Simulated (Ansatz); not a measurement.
## Where the states of CsI lie

```
Cs I
1.0
     4.56670    0.00000    0.00000
     0.00000    4.56670    0.00000
     0.00000    0.00000    4.56670
Cs I
1 1
Cartesian
  0.0000 0.0000 0.0000
  2.2833 2.2833 2.2833
```

The conventional cell has a = 4.567 Å, b = 4.567 Å, c = 4.567 Å, α = 90.00°, β = 90.00°, γ = 90.00°. Cs (atom 1) is surrounded by 8 I at 3.95 Å. I (atom 2) is surrounded by 8 Cs at 3.95 Å.

The cell is COD entry 9008790, as deposited and not checked against the literature; nothing was relaxed.

No spin–orbit coupling, which matters for the heavy atoms here.

The calculation used DFT, PBE, all-electron LAPW, scalar-relativistic (Ansatz 0.2.0).

Numerical set-up: a Γ-centred 7×7×7 k mesh, Fermi–Dirac smearing of 0.01 eV, basis error target 0.25 meV/atom, no spin polarisation.

States per eV and cell, averaged over 0.4 eV, from -7.5 to 5.9 eV, with energies (bin centres) from the valence-band top; empty bins are left out. The partial columns, the largest 4 alone, are projections on Löwdin-orthogonalised atomic shells (those that the program's projection atoms carry: the occupied ones and, for some elements, an empty d or f shell; other empty shells have no column), summed over atoms of an element. Weights on diffuse s and p shells depend on that basis and aren't pure angular character.

```csv
E (eV),total,Cs 5p,I 5p,Cs 6s,I 5s
-7.4,8.44,8.19,0.15,0.02,0.07
-7.0,6.56,6.48,0.03,0.02,0.03
-1.4,1.15,0.01,1.00,0.12,0.00
-1.0,5.57,0.10,5.14,0.23,0.01
-0.6,3.96,0.05,3.80,0.04,0.01
-0.2,4.33,0.03,4.24,0.01,0.00
4.2,0.13,0.00,0.00,0.04,0.01
4.6,1.04,0.00,0.02,0.36,0.03
5.0,3.09,0.01,0.08,0.74,0.04
5.4,3.35,0.01,0.08,0.84,0.06
5.8,2.70,0.01,0.06,0.52,0.02
```

**Question.** Which of the resolved shells contributes most in the top eV of the valence band?

**Answer.** I 5p, with 96 % of all states there; Cs 5p follows with 1 %.
